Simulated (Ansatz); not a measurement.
Zn:

```
CELL_PARAMETERS angstrom
0.00000 1.96478 1.96478
1.96478 0.00000 1.96478
1.96478 1.96478 0.00000
ATOMIC_POSITIONS crystal
Zn 0.00000 0.00000 0.00000
```

This isn't the form of Zn at room conditions, which is hcp.

| Property | Result |
| --- | --- |
| Program | Ansatz 0.2.0 |
| Task | relaxation of cell and atoms |
| Functional | PBEsol |
| Potentials or basis | Ansatz PAW |
| Cutoff | 420 eV (not typed: the program's choice for these potentials) |
| k mesh | 12 × 12 × 12 |
| Occupations | fermi-dirac, width 0.05 eV |
| Spin | no spin polarisation |

At the start: volume 15.17 Å³/atom.

Question: How do energy, volume and symmetry change on relaxing?

Answer: It ends after 7 steps and the volume is 14.10 Å³/atom (-7.1 %); space group Fm-3m (No. 225, to 0.05 Å).

The path:
```
step  energy change (eV)  largest force (eV/Å)  volume (Å³)
   1              0.0000                0.0000        15.17
   2             -0.0177                0.0000        14.39
   3             -0.0193                0.0000        14.06
   4             -0.0193                0.0000        14.11
   5             -0.0187                0.0000        14.11
   6             -0.0187                0.0000        14.10
   7             -0.0187                0.0000        14.10
```

Final structure:
```cif
data_structure
_symmetry_space_group_name_H-M 'P 1'
_symmetry_Int_Tables_number 1
_cell_length_a 2.7117
_cell_length_b 2.7117
_cell_length_c 2.7117
_cell_angle_alpha 60.000
_cell_angle_beta 60.000
_cell_angle_gamma 60.000
_cell_volume 14.10
loop_
_atom_site_label
_atom_site_type_symbol
_atom_site_fract_x
_atom_site_fract_y
_atom_site_fract_z
_atom_site_occupancy
Zn1 Zn 0.00000 0.00000 0.00000 1
```

Caveat: the plane-wave basis is chosen anew once the cell has moved, so the energies of steps on either side of that aren't comparable; the PAW data sets come from PBE, with cores solved anew for the run's functional, which leaves a small shift of forces and pressure.
